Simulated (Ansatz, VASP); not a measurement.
# GaAs in VASP and in Ansatz

```xyz
2
Lattice="0.0000 2.8888 2.8888 2.8888 0.0000 2.8888 2.8888 2.8888 0.0000" Properties=species:S:1:pos:R:3 pbc="T T T"
Ga    0.0000    0.0000    0.0000
As    1.4444    1.4444    1.4444
```

Alike in both runs: task single point; functional r2SCAN; k mesh 8 × 8 × 8; occupations gaussian, width 0.02 eV; no spin polarisation.

|  | VASP | Ansatz |
| --- | --- | --- |
| version | VASP 6.6.1 | Ansatz 0.2.0 |
| potentials or method | VASP PAW PBE potentials, release 64 (Ga_d, As) | scalar-relativistic, plane waves, PAW |
| plane-wave cutoff (eV) | 520 | 500 |
| valence electrons in the cell | 18 | 28 |

|  | VASP | Ansatz | Ansatz less VASP |
| --- | --- | --- | --- |
| gap on the k mesh at the Fermi level (eV) | 0.48 | 0.50 | +0.019 |
| least direct gap on the mesh (eV) | 0.48 | 0.50 | +0.019 |
| pressure (GPa) | -3.6 | -3.7 | -0.07 |

The two sets of potentials don't hold the same shells in valence.

Caveats: the PAW data sets were made with another functional, which shifts forces and pressure a little (VASP).
